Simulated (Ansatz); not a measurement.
Ge:

```xyz
2
Lattice="-2.5745 2.5745 1.3974 2.5745 -2.5745 1.3974 2.5745 2.5745 -1.3974" Properties=species:S:1:pos:R:3 pbc="T T T"
Ge    0.0000    0.0000    1.3974
Ge    2.5745    0.0000    0.6987
```

This isn't the form of Ge at room conditions, which is diamond.

* Program: Ansatz 0.2.0
* Task: relaxation of cell and atoms
* Functional: RPBE
* Dispersion: D3(BJ)
* Potentials or basis: Ansatz PAW
* Cutoff: 420 eV (not typed: the program's choice for these potentials)
* k mesh: 11 × 11 × 11
* Occupations: fermi-dirac, width 0.05 eV
* Spin: no spin polarisation

At the start: volume 18.52 Å³/atom.

Problem. How do energy, volume and symmetry change on relaxing?

Solution. It ends after 5 steps and the volume is 15.66 Å³/atom (-15.5 %); space group I4_1/amd (No. 141, to 0.05 Å).

Step by step:
| step | energy change (eV) | largest force (eV/Å) | volume (Å³) |
| --- | --- | --- | --- |
| 1 | 0.0000 | 0.0000 | 37.05 |
| 2 | -0.2807 | 0.0000 | 32.47 |
| 3 | -0.2943 | 0.0000 | 30.88 |
| 4 | -0.2967 | 0.0000 | 31.32 |
| 5 | -0.2953 | 0.0000 | 31.32 |

Final structure:
```
Ge
1.0
    -2.43808    2.43808    1.31712
     2.43808   -2.43808    1.31712
     2.43808    2.43808   -1.31712
Ge
2
Direct
  0.50000 0.50000 0.00000
  0.25000 0.75000 0.50000
```

Caveat: the volume moved by over 15 % at a fixed basis, so the end points are rough; the plane-wave basis is chosen anew once the cell has moved, so the energies of steps on either side of that aren't comparable; the PAW data sets come from PBE, with cores solved anew for the run's functional, which leaves a small shift of forces and pressure.
